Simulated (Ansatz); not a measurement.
# Lattice dynamics of SnO2 monolayer (2H), part 3 of 3

Aim: the vibrations of SnO2 monolayer (2H), their spectra, and whether the structure is stable.

Ansatz 0.2.0; DFT LDA, scalar-relativistic, plane waves, PAW.

So far. Step 4 (Relaxing to small forces for the phonons): The largest force component left is 0.25 meV/Å, within the tolerances set. Step 5 (Modes at Γ): Before it was imposed, the acoustic sum rule was missed by 2.6e-4 eV/Å² and the charge sum rule by 0.0026 e. Small misses are needed for a sound result but don't prove that mesh and cutoff are converged. The lowest optical mode is real, 68.0 cm⁻¹.

## (6) Response at finite wavevector (continued)

Interpolated from a 6×6×1 q mesh, with the LO-TO term (at Γ the limit along the path; where Γ stands inside the path, tables give the limit on arrival). The phonon branches at the labelled points (cm⁻¹):

```csv
point,branch 1,branch 2,branch 3,branch 4,branch 5,branch 6,branch 7,branch 8,branch 9
Γ,0,0,0,68,68,355,355,540,648
halfway,27,114,165,215,300,369,478,505,647
M,58,154,214,319,380,389,425,481,645
halfway,55,195,275,301,378,409,421,471,645
K,58,242,277,344,346,416,443,450,644
halfway,28,145,208,230,317,383,466,498,646
Γ,0,0,0,68,68,355,355,540,648
```

The phonon branches as a text plot (rows in cm⁻¹):

```
    635 |********************************************************
    608 |
    581 |
    553 |*                                                      *
    526 | ****                                             *****
    499 |   **************                        ***********
    472 | **      ****    ************       *****  *****    ***
    445 |             ****            *******  *****
    418 |                 ************************
    391 |               ************              ****
    364 |*****************          *****  *******    ***********
    337 |           **                  *****     **
    310 |         **    ************ ***     **     **
    282 |             **           ***************    ***
    255 |       **  **            *               **
    228 |     **  **          ****   ********     ****   **
    201 |             ********     **        *****  *****
    174 |   **  ******         ****               **  ***  **
    147 |     ****    *********                     **   **
    120 | **  **  ****                                ***    ***
     93 |   **  **                                       ****
     66 |***  **          *********************            ******
     39 | ****    ********                     *******       ***
     11 |*********                                    ***********
         Γ                   M           K                      Γ
```

Tetrahedra on a 24×24×1 mesh, mean over bins of 10 cm-1. Interpolated from a 6×6×1 q mesh. Phonon density of states against wavenumber; read off at these points:

```csv
wavenumber (cm⁻¹),phonon density of states (1/cm⁻¹/cell)
-5,0.00166
15,0.0102
35,0.0137
55,0.0405
65,0.00245
85,0.00497
105,0.00663
125,0.00914
155,0.0185
175,0.0138
195,0.0141
215,0.0184
245,0.0110
265,0.0120
285,0.0236
305,0.0152
335,0.00582
355,0.0172
375,0.0351
395,0.0124
425,0.0287
445,0.0111
465,0.0161
485,0.0319
515,0.00333
535,0.00158
555,0
575,0
605,0
625,0
645,0.1
```

The partial phonon density of states has structure finer than the step of the table below, so its rows give means over 20 cm⁻¹, whole bins alone (the curve runs from -15.7 to 678 cm⁻¹). Peaks (cm⁻¹: height): O 381.2: 0.0317, 424.8: 0.0266, 477.2: 0.0362, 647.3: 0.0746; Sn 54.1: 0.0318, 154.4: 0.0124, 285.3: 0.0135.

Phonopy on the run's constants, 21x21x1 mesh, Gaussian sigma 5.0 cm-1. Interpolated from a 6×6×1 q mesh. The partial phonon density of states by wavenumber; means over each step; values in 1/cm⁻¹/cell:

```csv
wavenumber (cm⁻¹),O,Sn
0,0.00100,0.00397
20,0.00170,0.00865
40,0.00216,0.0174
60,0.00179,0.0176
80,0.00188,0.00285
100,0.00285,0.00325
120,0.00299,0.00527
140,0.00456,0.00826
160,0.00539,0.0105
180,0.00636,0.00829
200,0.00827,0.00683
220,0.00962,0.00582
240,0.00755,0.00472
260,0.00707,0.00516
280,0.00642,0.0112
300,0.00620,0.0102
320,0.00588,0.00427
340,0.00663,3.6e-4
360,0.0223,0.00240
380,0.0289,0.00313
400,0.0120,0.00117
420,0.0209,8.0e-4
440,0.0150,6.3e-4
460,0.0134,8.5e-4
480,0.0287,0.00190
500,0.0120,0.00195
520,0.00791,0.00163
540,0.00100,2.5e-4
560,7.4e-6,2.7e-6
580,0,0
600,0,0
620,9.2e-5,1.5e-6
640,0.0377,4.4e-4
660,0.0116,1.2e-4
```

Symmetry leaves 7 wavevectors to solve. The lowest mode among them, the acoustic zeros apart, lies at q = (0, 0.167, 0) and is real, 13.8 cm⁻¹.

## (7) Isotope substitution, element O, natural mass 15.999 amu

An isotope changes the mass and not the force constants, so no new electronic calculation is needed; the shifts show which modes move this element.

The same force constants with the mass of O changed from 15.999 to 17.999 u (phonopy, no LO-TO term). Both lists are sorted by frequency; levels can cross, so a row need not hold one and the same mode. Modes under 3 cm⁻¹ are left out. Isotope shifts, by row:

```csv
q,rank,natural mass (cm⁻¹),changed mass (cm⁻¹)
0 0 0,4,67.99,64.1
0 0 0,5,67.99,64.1
0 0 0,6,354.7,338.8
0 0 0,7,354.7,338.8
0 0 0,8,540.1,515.9
0 0 0,9,648.3,611.3
0 0.1667 0,1,13.8,13.64
0 0.1667 0,2,82.34,81.4
0 0.1667 0,3,127.5,120.2
0 0.1667 0,4,150.5,148.7
0 0.1667 0,5,232.3,219.4
0 0.1667 0,6,362.3,345.5
0 0.1667 0,7,503.6,479.4
0 0.1667 0,8,504.5,481.3
0 0.1667 0,9,647.5,610.6
0 0.3333 0,1,41.8,41.52
0 0.3333 0,2,135.6,134.4
0 0.3333 0,3,191.7,180.8
0 0.3333 0,4,269.1,267
0 0.3333 0,5,349.2,330.2
0 0.3333 0,6,374.6,356.2
0 0.3333 0,7,453.4,429.1
0 0.3333 0,8,495,469.9
0 0.3333 0,9,646.1,609.6
0 -0.5 0,1,57.51,57.31
0 -0.5 0,2,153.4,152.3
0 -0.5 0,3,214.2,201.9
0 -0.5 0,4,319.4,319
0 -0.5 0,5,379.6,360.7
0 -0.5 0,6,389.4,367.8
0 -0.5 0,7,425,401.3
0 -0.5 0,8,480.9,453.4
0 -0.5 0,9,645.2,608.9
```

A mode of this element alone would shift by -5.72 %. The highest zone-centre frequency without the field goes from 648.3 to 611.3 cm⁻¹ (-5.7 %). The product of the frequency ratios over all optical modes at Γ is 0.730; the product rule, (m/m′)^(3k/2) (M′/M)^(3/2) with k = 2 such atoms and M the mass of the cell, gives 0.730.

## (8) Isotope substitution, element Sn, natural mass 118.71 amu

The same for Sn, from 118.71 to 123.91 u.

A mode of this element alone would shift by -2.12 %. The highest zone-centre frequency without the field goes from 648.3 to 648.3 cm⁻¹ (+0.0 %). The product of the frequency ratios over all optical modes at Γ is 0.987; the product rule, (m/m′)^(3k/2) (M′/M)^(3/2) with k = 1 such atoms and M the mass of the cell, gives 0.987.

## (9) Summary of results

- space group after relaxation (within 0.01 Å): P-6m2
- area per atom: 2.67 Å²
- gap on the k-mesh: 0.661 eV
- highest optical mode at the zone centre (no LO-TO term): 648 cm⁻¹
- lowest optical zone-centre mode: 68.0 cm⁻¹
- largest Born charge (third of the trace): 2.94 e
- lowest mode on the q mesh (acoustic modes at Γ apart): 13.8 cm⁻¹
- highest frequency on the path or at a solved wavevector: 648 cm⁻¹
- imaginary modes on the 6×6×1 q mesh: none

**Reading.** The structure is a minimum as far as tested: no mode is imaginary at the 7 irreducible wavevectors of the 6×6×1 mesh, and the softest away from the acoustic zeros lies at 14 cm⁻¹. Without the field, the optical modes at Γ span 68 to 648 cm⁻¹. The highest mode in this list at Γ, 648.3 cm⁻¹, is mostly motion of O (100 % of the kinetic energy). The strongest infrared line is at 355 cm⁻¹. Averaged over orientations, the strongest Raman line at 532 nm and 300 K is at 355 cm⁻¹. The tensors are the static, non-resonant ones, while 532 nm light (2.33 eV) lies above the computed gap. In a sheet or slab the interpolated bending branch near Γ is rough, since the rotational sum rule isn't imposed. Dielectric tensors refer to the cell with its vacuum. Spin-orbit coupling is left out, which can matter for the heavy elements here. The starting cell was built on a prototype and not taken from a measurement. These are harmonic frequencies at zero temperature: anharmonic shifts, linewidths and thermal expansion are left out.

[Logs are printed without paths, hosts, clocks, repeated set-up lines and the standing remarks that a program may print on its own settings, such as how far it seeks lower states.]

[Hosts, paths, dates, database ids (printed as entryN), source tags and the programs' standing remarks are cut or masked in the printed files.]
